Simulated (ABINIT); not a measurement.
# Ta (Im-3m) in ABINIT: further runs

The runs below take Ta through band structure, equation of state, with PW91, WC, PBE.

Program: ABINIT 10.8.3 (patched build). These are calculated values, not measurements. Logs are shortened: lines on timing, memory, paths and dates and some standing lists are left out, and cuts for length are marked. The log counts tension as positive stress, the text compression.

**The experiment to reproduce.**

From “Pressure effects on the electronic structure and superconductivity of (TaNb)0.67(HfZrTi)0.33 high entropy alloy”, 2019, arxiv:1910.08312, for a bulk crystal of Ta: bulk modulus 194 GPa.

“Refinement of the equation of state of tantalum”, 2004, arxiv:cond-mat/0403080 quotes, for a bulk crystal of Ta: bulk modulus 194 GPa.

The runs below are set against these values where they give the same quantity.

## (1) The structure

Symmetry: Im-3m, No. 229, cubic system. The conventional cell has a = 3.303 Å, b = 3.303 Å, c = 3.303 Å, α = 90.00°, β = 90.00°, γ = 90.00°. Ta (site symmetry m-3m) has 8 Ta at 2.86 Å as nearest neighbours.

## (2) Band structure, PW91

The input, run.abi:

```
# Datasets: ground state, then fixed potential
ndtset 2

# Pseudopotentials
pp_dirpath "./"
pseudos "Ta.GGA_PBE-JTH.xml"

# Structure
acell 3*1.0
rprim
    -3.1204669551     3.1204669551     3.1204669551
     3.1204669551    -3.1204669551     3.1204669551
     3.1204669551     3.1204669551    -3.1204669551
ntypat 1
znucl 73
natom 1
typat 1
xred
     0.0000000000     0.0000000000     0.0000000000

# Plane-wave basis
ecut 23.0
pawecutdg 45.0
pawxcdev 0

# Exchange and correlation
ixc -109134

# Bands and occupations
occopt 3
tsmear 0.00183747

# SCF cycle
nstep 100

# Output
iomode 3
prtwf 0
prteig 0
prtebands 0
prtden1 1

# Dataset 1
kptopt1 1
ngkpt1 11 11 11
nshiftk1 1
shiftk1 0.0 0.0 0.0
nband1 11
tolvrs1 1.0e-9

# Dataset 2: bands along G-H-N-G-P-H
iscf2 -2
getden2 1
nband2 17
nbdbuf2 4
tolwfr2 1.0e-11
kptopt2 -5
ndivsm2 6
prteig2 1
prtvol2 -3
kptbounds2
     0.0000000000     0.0000000000     0.0000000000
     0.5000000000    -0.5000000000     0.5000000000
     0.0000000000     0.0000000000     0.5000000000
     0.0000000000     0.0000000000     0.0000000000
     0.2500000000     0.2500000000     0.2500000000
     0.5000000000    -0.5000000000     0.5000000000
```

Potentials or basis: JTH PAW PBE v2.0.

Command:

```
$ abinit run.abi > log 2>&1
```

run.abo:

```text
.Version 10.8.3 of ABINIT
 DATASET    1 : space group Im -3 m (#229); Bravais cI (body-center cubic)
================================================================================
 Values of the parameters that define the memory need for DATASET  1.
     intxc =       0    ionmov =       0      iscf =      17    lmnmax =      18
     lnmax =       6     mgfft =      24  mpssoang =       3    mqgrid =    3001
     natom =       1  nloc_mem =       2    nspden =       1   nspinor =       1
    nsppol =       1      nsym =      48    n1xccc =       1    ntypat =       1
    occopt =       3   xclevel =       2
       mpw =         658          nfft =       13824          nkpt =          56
 PAW method is used; the additional fine FFT grid is defined by:
   mgfftf=        36    nfftf =     46656
================================================================================
================================================================================

 DATASET    2 : space group Im -3 m (#229); Bravais cI (body-center cubic)
================================================================================
 Values of the parameters that define the memory need for DATASET  2.
     intxc =       0    ionmov =       0      iscf =      -2    lmnmax =      18
     lnmax =       6     mgfft =      24  mpssoang =       3    mqgrid =    3001
     natom =       1  nloc_mem =       2    nspden =       1   nspinor =       1
    nsppol =       1      nsym =      48    n1xccc =       1    ntypat =       1
    occopt =       3   xclevel =       2
       mpw =         682          nfft =       13824          nkpt =          35
 PAW method is used; the additional fine FFT grid is defined by:
   mgfftf=        36    nfftf =     46656
================================================================================
================================================================================

--------------------------------------------------------------------------------
------------- Echo of variables that govern the present computation ------------
--------------------------------------------------------------------------------
 -outvars: echo values of preprocessed input variables --------
            acell      1.0000000000E+00  1.0000000000E+00  1.0000000000E+00 Bohr
              amu      1.80947900E+02
             ecut      2.30000000E+01 Hartree
           getden1          0
           getden2          1
             iscf1         17
             iscf2         -2
              ixc     -109134
           jdtset        1    2
           kptopt1          1
           kptopt2         -5
         kptrlatt       11    0    0      0   11    0      0    0   11
          kptrlen1     5.94528804E+01
          kptrlen2     3.00000000E+01
            natom           1
            nband1         11
            nband2         17
           nbdbuf1          0
           nbdbuf2          4
           ndtset           2
           ndivsm1          0
           ndivsm2          6
            ngfft          24      24      24
          ngfftdg          36      36      36
             nkpt1         56
             nkpt2         35
            nstep         100
             nsym          48
           ntypat           1
           occopt           3
        pawecutdg      4.50000000E+01 Hartree
         pawxcdev           0
        prtebands           0
           prteig1          0
           prteig2          1
           prtvol1          0
           prtvol2         -3
            prtwf           0
            rprim     -3.1204669551E+00  3.1204669551E+00  3.1204669551E+00
                       3.1204669551E+00 -3.1204669551E+00  3.1204669551E+00
                       3.1204669551E+00  3.1204669551E+00 -3.1204669551E+00
           shiftk1     0.00000000E+00  0.00000000E+00  0.00000000E+00
           shiftk2     5.00000000E-01  5.00000000E-01  5.00000000E-01
          spgroup         229
           tolvrs1     1.00000000E-09
[... 216 lines left out ...]
 R(2)=  3.1204670 -3.1204670  3.1204670  G(2)=  0.1602324  0.0000000  0.1602324
 R(3)=  3.1204670  3.1204670 -3.1204670  G(3)=  0.1602324  0.1602324  0.0000000
 Unit cell volume ucvol=  1.2153987E+02 bohr^3
 Angles (23,13,12)=  1.09471221E+02  1.09471221E+02  1.09471221E+02 degrees

 Coarse grid specifications (used for wave-functions):

 getcut: wavevector=  0.0000  0.0000  0.0000  ngfft=  24  24  24
         ecut(hartree)=     23.000   => boxcut(ratio)=   2.05685

 Fine grid specifications (used for densities):

 getcut: wavevector=  0.0000  0.0000  0.0000  ngfft=  36  36  36
         ecut(hartree)=     45.000   => boxcut(ratio)=   2.20572

 getcut : COMMENT -
  Note that boxcut > 2.2 ; recall that boxcut=Gcut(box)/Gcut(sphere) = 2
  is sufficient for exact treatment of convolution.
  Such a large boxcut is a waste : you could raise ecut
  e.g. ecut=   54.733640 Hartrees makes boxcut=2

--------------------------------------------------------------------------------

================================================================================
 Non-SCF case, kpt    1 (  0.00000  0.00000  0.00000), residuals and eigenvalues=
  2.33E-12  6.46E-12  8.04E-12  9.67E-12  1.57E-12  7.12E-13  1.51E-12  2.80E-12
  2.11E-12  3.12E-12  1.86E-12  3.78E-12  9.58E-12  2.54E-10  2.39E-08  3.80E-12
  9.65E-12
 -2.4307E+00 -1.1778E+00 -1.1778E+00 -1.1778E+00 -2.5130E-01  6.4731E-02
  6.4731E-02  6.4731E-02  1.8497E-01  1.8497E-01  5.9133E-01  5.9133E-01
  5.9133E-01  9.9649E-01  9.9649E-01  1.0861E+00  1.0861E+00
 Non-SCF case, kpt    2 (  0.06250 -0.06250  0.06250), residuals and eigenvalues=
  9.10E-12  8.76E-12  2.25E-12  9.13E-12  4.21E-12  4.47E-12  8.14E-12  8.27E-12
  9.97E-12  2.78E-12  2.31E-12  9.01E-12  6.78E-12  3.69E-11  2.26E-07  1.17E-08
  8.11E-08
 -2.4304E+00 -1.1802E+00 -1.1789E+00 -1.1789E+00 -2.3858E-01  6.3026E-02
  6.3026E-02  7.0785E-02  1.6404E-01  1.9217E-01  6.1363E-01  6.1363E-01
[... 218 lines left out ...]
 Non-SCF case, kpt   34 (  0.46429 -0.39286  0.46429), residuals and eigenvalues=
  4.09E-12  2.69E-12  3.05E-12  2.97E-12  2.27E-12  6.82E-12  2.20E-12  8.47E-12
  4.17E-12  2.05E-12  2.70E-12  5.69E-12  3.07E-12  1.61E-12  7.16E-12  4.44E-10
  2.21E-05
 -2.4236E+00 -1.2081E+00 -1.2081E+00 -1.2050E+00 -9.2746E-02 -9.2746E-02
  2.0498E-01  2.6466E-01  2.6466E-01  3.8688E-01  3.8688E-01  3.9839E-01
  6.6271E-01  8.6915E-01  8.6915E-01  9.6445E-01  1.2715E+00
 Non-SCF case, kpt   35 (  0.50000 -0.50000  0.50000), residuals and eigenvalues=
  7.44E-12  6.52E-12  7.70E-12  2.89E-12  8.81E-13  5.18E-12  7.26E-12  9.93E-12
  1.54E-12  6.08E-12  6.07E-12  3.48E-12  3.05E-12  3.43E-12  1.16E-11  6.97E-11
  1.28E-06
 -2.4234E+00 -1.2078E+00 -1.2078E+00 -1.2078E+00 -1.0091E-01 -1.0091E-01
  2.8864E-01  2.8864E-01  2.8864E-01  3.5740E-01  3.5740E-01  3.5740E-01
  6.1310E-01  8.8582E-01  8.8582E-01  9.4362E-01  1.3707E+00

--- !ResultsGS
iteration_state: {dtset: 2, }
comment   : Summary of ground state results
lattice_vectors:
- [ -3.1204670,   3.1204670,   3.1204670, ]
- [  3.1204670,  -3.1204670,   3.1204670, ]
- [  3.1204670,   3.1204670,  -3.1204670, ]
lattice_lengths: [   5.40481,    5.40481,    5.40481, ]
lattice_angles: [109.471, 109.471, 109.471, ] # degrees, (23, 13, 12)
lattice_volume:   1.2153987E+02
convergence: {deltae:  0.000E+00, res2:  0.000E+00, residm:  9.971E-12, diffor:  0.000E+00, }
etotal    :  -5.90397562E+01
entropy   :   0.00000000E+00
fermie    :   3.84195339E-02
cartesian_stress_tensor: null
pressure_GPa: null
xred      :
- [  0.0000E+00,   0.0000E+00,   0.0000E+00, Ta]
cartesian_forces: null
force_length_stats: {min: null, max: null, mean: null, }
...

 Integrated electronic density in atomic spheres:
 ------------------------------------------------
 Atom  Sphere_radius  Integrated_density
    1        2.41973         10.66139943

================================================================================

 ----iterations are completed or convergence reached----

 Mean square residual over all n,k,spin=   44.254E-13; max=  99.709E-13
 reduced coordinates (array xred) for    1 atoms
       0.000000000000      0.000000000000      0.000000000000

 cartesian coordinates (angstrom) at end:
    1      0.00000000000000     0.00000000000000     0.00000000000000
 length scales=  1.000000000000  1.000000000000  1.000000000000 bohr
              =  0.529177210544  0.529177210544  0.529177210544 angstroms
 Eigenvalues (hartree) for nkpt=  35  k points:
 kpt#   1, nband= 17, wtk=  1.00000, kpt=  0.0000  0.0000  0.0000 (reduced coord)
  -2.43073   -1.17775   -1.17775   -1.17775   -0.25130    0.06473    0.06473    0.06473
   0.18497    0.18497    0.59133    0.59133    0.59133    0.99649    0.99649    1.08612
   1.08612
 kpt#   2, nband= 17, wtk=  1.00000, kpt=  0.0625 -0.0625  0.0625 (reduced coord)
  -2.43042   -1.18019   -1.17886   -1.17886   -0.23858    0.06303    0.06303    0.07078
   0.16404    0.19217    0.61363    0.61363    0.61431    0.87159    1.01430    1.06954
   1.06954
 kpt#   3, nband= 17, wtk=  1.00000, kpt=  0.1250 -0.1250  0.1250 (reduced coord)
  -2.42953   -1.18645   -1.18201   -1.18201   -0.20281    0.06134    0.06134    0.08866
   0.11486    0.21050    0.66729    0.67505    0.67505    0.71986    1.01500    1.01500
   1.06968
 kpt#   4, nband= 17, wtk=  1.00000, kpt=  0.1875 -0.1875  0.1875 (reduced coord)
  -2.42824   -1.19419   -1.18679   -1.18679   -0.15121    0.05769    0.06655    0.06655
   0.11743    0.22699    0.61022    0.72599    0.75447    0.75447    0.93759    0.93759
   1.16515
 kpt#   5, nband= 17, wtk=  1.00000, kpt=  0.2500 -0.2500  0.2500 (reduced coord)
[... 109 lines left out ...]
   0.20785    0.39527    0.46984    0.46984    0.80238    0.80238    0.81996    1.06164
   1.13294
 kpt#  33, nband= 17, wtk=  1.00000, kpt=  0.4286 -0.2857  0.4286 (reduced coord)
  -2.42421   -1.20867   -1.20867   -1.19794   -0.07009   -0.07009    0.09796    0.23116
   0.23116    0.40810    0.43389    0.43389    0.77096    0.83173    0.83173    1.02265
   1.13661
 kpt#  34, nband= 17, wtk=  1.00000, kpt=  0.4643 -0.3929  0.4643 (reduced coord)
  -2.42360   -1.20807   -1.20807   -1.20505   -0.09275   -0.09275    0.20498    0.26466
   0.26466    0.38688    0.38688    0.39839    0.66271    0.86915    0.86915    0.96445
   1.27152
 kpt#  35, nband= 17, wtk=  1.00000, kpt=  0.5000 -0.5000  0.5000 (reduced coord)
  -2.42337   -1.20780   -1.20780   -1.20780   -0.10091   -0.10091    0.28864    0.28864
   0.28864    0.35740    0.35740    0.35740    0.61310    0.88582    0.88582    0.94362
   1.37066

== END DATASET(S) ==============================================================
================================================================================

 -outvars: echo values of variables after computation  --------
            acell      1.0000000000E+00  1.0000000000E+00  1.0000000000E+00 Bohr
           etotal1    -5.9039756151E+01
            fcart1    -0.0000000000E+00 -0.0000000000E+00 -0.0000000000E+00
            rprim     -3.1204669551E+00  3.1204669551E+00  3.1204669551E+00
                       3.1204669551E+00 -3.1204669551E+00  3.1204669551E+00
                       3.1204669551E+00  3.1204669551E+00 -3.1204669551E+00
           strten1    -5.8536903351E-05 -5.8536903351E-05 -5.8536903351E-05
                       0.0000000000E+00  0.0000000000E+00  0.0000000000E+00
 Calculation completed.
```

Wall time 21 s (1 thread of Arm Neoverse V1, shared host); peak memory 0.11 GiB.

What came out:

| Quantity | Value |
| --- | --- |
| Free energy | -1606.5536 eV |
| Pressure | 1.7 GPa |
| Band gap on the k mesh | none (metal or under the smearing width) |
| Valence electrons inside the program's atomic spheres | Ta 10.66 (radii [1.2805] Å) |

Levels at the corners of the path, in eV from the Fermi level:
| point | band 4 | band 5 | band 6 | band 7 | band 8 | band 9 |
| --- | --- | --- | --- | --- | --- | --- |
| Γ | -33.09 | -7.88 | 0.72 | 0.72 | 0.72 | 3.99 |
| H | -33.91 | -3.79 | -3.79 | 6.81 | 6.81 | 6.81 |
| N | -33.10 | -4.36 | -1.55 | 1.63 | 3.86 | 4.89 |
| Γ | -33.09 | -7.88 | 0.72 | 0.72 | 0.72 | 3.99 |
| P | -33.69 | -1.22 | -1.22 | -1.22 | 5.06 | 5.06 |
| H | -33.91 | -3.79 | -3.79 | 6.81 | 6.81 | 6.81 |

Caveat: the PAW data sets were made with another functional, which shifts forces and pressure a little; spin-orbit coupling is left out, which moves the levels of the heavy elements.

## (3) Band structure, WC

Edit run.abi of step 2 so:

```diff
@@ -26,3 +26,3 @@
 # Exchange and correlation
-ixc -109134
+ixc 23
```

Potentials or basis: JTH PAW PBE v2.0.

Command:

```
$ abinit run.abi > log 2>&1
```

Wall time 19 s (1 thread of Arm Neoverse V1, shared host); peak memory 0.11 GiB.

The run converged. Its results:

* Free energy: -1607.1000 eV
* Pressure: -3.7 GPa
* Band gap on the k mesh: none (metal or under the smearing width)
* Valence electrons inside the program's atomic spheres: Ta 10.66 (radii [1.2805] Å)

Levels at the corners of the path, in eV from the Fermi level:
```csv
point,band 4,band 5,band 6,band 7,band 8,band 9
Γ,-33.03,-7.91,0.72,0.72,0.72,3.99
H,-33.85,-3.80,-3.80,6.84,6.84,6.84
N,-33.04,-4.38,-1.55,1.63,3.87,4.90
Γ,-33.03,-7.91,0.72,0.72,0.72,3.99
P,-33.63,-1.22,-1.22,-1.22,5.07,5.07
H,-33.85,-3.80,-3.80,6.84,6.84,6.84
```

Caveat: the PAW data sets were made with another functional, which shifts forces and pressure a little; spin-orbit coupling is left out, which moves the levels of the heavy elements.

## (4) Equation of state, PBE

The input, run.abi:

```
# Datasets: one volume each
ndtset 7
getwfk -1
scalecart1 3*0.9795861087
scalecart2 3*0.9864848297
scalecart3 3*0.9932883884
scalecart4 3*1.0000000000
scalecart5 3*1.0066227096
scalecart6 3*1.0131594038
scalecart7 3*1.0196128224

# Pseudopotentials
pp_dirpath "./"
pseudos "Ta.upf"

# Structure
acell 3*1.0
rprim
    -3.1204669551     3.1204669551     3.1204669551
     3.1204669551    -3.1204669551     3.1204669551
     3.1204669551     3.1204669551    -3.1204669551
ntypat 1
znucl 73
natom 1
typat 1
xred
     0.0000000000     0.0000000000     0.0000000000

# Plane-wave basis
ecut 29.0

# k points
kptopt 1
ngkpt 11 11 11
nshiftk 1
shiftk 0.0 0.0 0.0

# Exchange and correlation
ixc 11

# Bands and occupations
nband 11
occopt 3
tsmear 0.00183747

# SCF cycle
nstep 100
tolvrs 1.0e-10

# Output
iomode 3
prtwf 1
prtden 0
prteig 0
prtebands 0
```

Potentials or basis: PseudoDojo NC SR PBE v0.4.1 standard.

Command:

```
$ abinit run.abi > log 2>&1
```

Wall time 84 s (1 thread of Arm Neoverse V1, shared host); peak memory 0.1 GiB.

The run converged. Its results:

* Equilibrium volume: 18.24 Å³/atom
* Bulk modulus: 195 GPa
* Pressure derivative of the bulk modulus: 4.4

Energy against volume, from the lowest point:
```csv
volume (Å³/atom),energy (meV/atom)
16.930,64.86
17.290,32.56
17.650,11.76
18.010,1.27
18.371,0.00
18.731,7.06
19.091,21.65
```

Caveat: pressures at fixed basis lie under the slope of the energies.

## (5) Equation of state, PBE

run.abi is that of step 4.

Potentials or basis: PseudoDojo NC SR PBE v0.5 standard.

Command:

```
$ abinit run.abi > log 2>&1
```

Run time: 84 s. Hardware: 1 thread of Arm Neoverse V1, shared host; peak memory 0.1 GiB.

The run converged. Its results:

* Equilibrium volume: 18.24 Å³/atom
* Bulk modulus: 195 GPa
* Pressure derivative of the bulk modulus: 4.4

Energy against volume, from the lowest point:
```tsv
volume (Å³/atom)	energy (meV/atom)
16.930	64.86
17.290	32.56
17.650	11.76
18.010	1.27
18.371	0.00
18.731	7.06
19.091	21.65
```

Caveat: pressures at fixed basis lie under the slope of the energies.

## (6) Summary

```tsv
task	level	potentials or basis	cutoff (eV)	fine-grid cutoff	gap on the mesh (eV)	pressure (GPa)	V0 of scaled cells (Å³/atom)	B0 (GPa)
band structure	PW91	JTH PAW PBE v2.0	626	1224.51 eV	none	1.7	-	-
band structure	WC	JTH PAW PBE v2.0	626	1224.51 eV	none	-3.7	-	-
equation of state	PBE	PseudoDojo NC SR PBE v0.4.1 standard	789	-	-	-	18.24	195
equation of state	PBE	PseudoDojo NC SR PBE v0.5 standard	789	-	-	-	18.24	195
```

Alike in all rows: no spin polarisation; cell as given; k mesh 11 × 11 × 11; smearing fermi-dirac 0.05 eV.

Caveats: the PAW data sets were made with another functional, which shifts forces and pressure a little (some runs); spin-orbit coupling is left out, which moves the levels of the heavy elements (some runs); pressures at fixed basis lie under the slope of the energies (some runs).

Total energies depend on the potentials used, so only differences within one code and one set of settings carry meaning.

## (7) How close it comes

Step 4. Against the measured bulk modulus of Ta, 194 GPa (quoted in “Pressure effects on the electronic structure and superconductivity of (TaNb)0.67(HfZrTi)0.33 high entropy alloy”, 2019, arxiv:1910.08312), the calculated 195 GPa is off by +0.4 %. The fit is for a static lattice scaled at fixed shape and fixed fractional positions.

Step 5. A measured bulk modulus of Ta is 194 GPa (quoted in “Refinement of the equation of state of tantalum”, 2004, arxiv:cond-mat/0403080); the calculated 195 GPa misses it by +0.4 %. The fit is for a static lattice scaled at fixed shape and fixed fractional positions.
